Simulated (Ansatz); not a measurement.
RuO2:
Space group P4₂/mnm (No. 136); a = 4.523 Å, b = 4.523 Å, c = 3.120 Å, α = 90.00°, β = 90.00°, γ = 90.00°

```json
[
 {"atom": "Ru", "site": "2a", "symmetry": "m.mm", "x": "0.0000", "y": "0.0000", "z": "0.0000"},
 {"atom": "O", "site": "4f", "symmetry": "m.2m", "x": "0.3057", "y": "0.3057", "z": "0.0000"}
]
```

Relaxed with PBE.

Q: Which orbitals make up the states near the Fermi level in PBE in the plane-wave PAW code Ansatz?

A: Within 0.5 eV of the Fermi level: Ru 4d 72 %, O 2p 26 %. Projections are on Löwdin-orthogonalised atomic valence shells; empty p or d shells of many metals are not among them.

Q: Tabulate the density of states.

A: States/eV per cell of 6 atoms, in 0.25 eV bins, energy from the Fermi level.

| E (eV) | total | O 2p | Ru 4d | O 2s |
|---|---|---|---|---|
| -7.85 | 1.54 | 0.95 | 0.53 | 0.01 |
| -7.60 | 1.78 | 1.12 | 0.58 | 0.01 |
| -7.35 | 3.06 | 1.92 | 1.02 | 0.02 |
| -7.10 | 5.77 | 3.61 | 1.96 | 0.03 |
| -6.85 | 7.03 | 4.45 | 2.44 | 0.02 |
| -6.60 | 10.15 | 6.34 | 3.59 | 0.03 |
| -6.35 | 2.09 | 1.34 | 0.70 | 0.01 |
| -6.10 | 1.38 | 0.93 | 0.39 | 0.02 |
| -5.85 | 3.45 | 2.47 | 0.76 | 0.07 |
| -5.60 | 3.53 | 2.53 | 0.80 | 0.06 |
| -5.35 | 3.78 | 2.73 | 0.85 | 0.07 |
| -5.10 | 3.44 | 2.52 | 0.76 | 0.06 |
| -4.85 | 3.98 | 2.93 | 0.88 | 0.07 |
| -4.60 | 5.60 | 4.28 | 1.09 | 0.08 |
| -4.35 | 6.29 | 4.85 | 1.23 | 0.06 |
| -4.10 | 5.69 | 4.30 | 1.24 | 0.04 |
| -3.85 | 4.74 | 3.59 | 1.04 | 0.03 |
| -3.60 | 4.17 | 3.28 | 0.79 | 0.02 |
| -3.35 | 4.02 | 3.33 | 0.59 | 0.02 |
| -3.10 | 3.85 | 3.22 | 0.55 | 0.02 |
| -2.85 | 3.93 | 3.47 | 0.40 | 0.02 |
| -2.60 | 3.29 | 3.04 | 0.20 | 0.01 |
| -2.35 | 1.21 | 1.13 | 0.07 | 0.00 |
| -2.10 | 0.65 | 0.62 | 0.03 | 0.00 |
| -1.85 | 0.24 | 0.24 | 0.01 | 0.00 |
| -1.60 | 0.20 | 0.02 | 0.18 | 0.00 |
| -1.35 | 3.01 | 0.37 | 2.61 | 0.01 |
| -1.10 | 3.88 | 0.60 | 3.21 | 0.02 |
| -0.85 | 4.75 | 0.88 | 3.75 | 0.03 |
| -0.60 | 8.40 | 1.29 | 6.93 | 0.06 |
| -0.35 | 7.99 | 1.66 | 6.16 | 0.03 |
| -0.10 | 4.24 | 1.22 | 2.93 | 0.01 |
| 0.15 | 2.45 | 0.84 | 1.55 | 0.01 |
| 0.40 | 3.40 | 1.26 | 2.07 | 0.01 |
| 0.65 | 3.48 | 1.33 | 2.06 | 0.01 |
| 0.90 | 3.75 | 1.48 | 2.17 | 0.01 |
| 1.15 | 1.90 | 0.77 | 1.08 | 0.00 |
| 1.40 | 0.43 | 0.17 | 0.24 | 0.00 |
| 1.65 | 0.20 | 0.06 | 0.12 | 0.01 |
| 1.90 | 1.14 | 0.11 | 0.81 | 0.18 |
| 2.15 | 1.73 | 0.24 | 1.19 | 0.25 |
| 2.40 | 1.91 | 0.36 | 1.24 | 0.24 |
| 2.65 | 2.35 | 0.55 | 1.48 | 0.26 |
| 2.90 | 2.28 | 0.59 | 1.39 | 0.23 |
| 3.15 | 2.09 | 0.60 | 1.23 | 0.18 |
| 3.40 | 2.28 | 0.70 | 1.32 | 0.17 |
| 3.65 | 2.76 | 0.95 | 1.56 | 0.16 |
| 3.90 | 3.65 | 1.40 | 2.02 | 0.13 |
| 4.15 | 3.59 | 1.46 | 1.95 | 0.09 |
| 4.40 | 2.76 | 1.16 | 1.48 | 0.06 |
| 4.65 | 2.56 | 1.11 | 1.35 | 0.04 |

Space group P4_2/mnm (rutile). The cell was relaxed with PBE under the symmetry of its start. No spin polarisation was allowed. Spin–orbit coupling is left out wherever it is not named.

Potentials: the earlier of the program's two PAW sets.
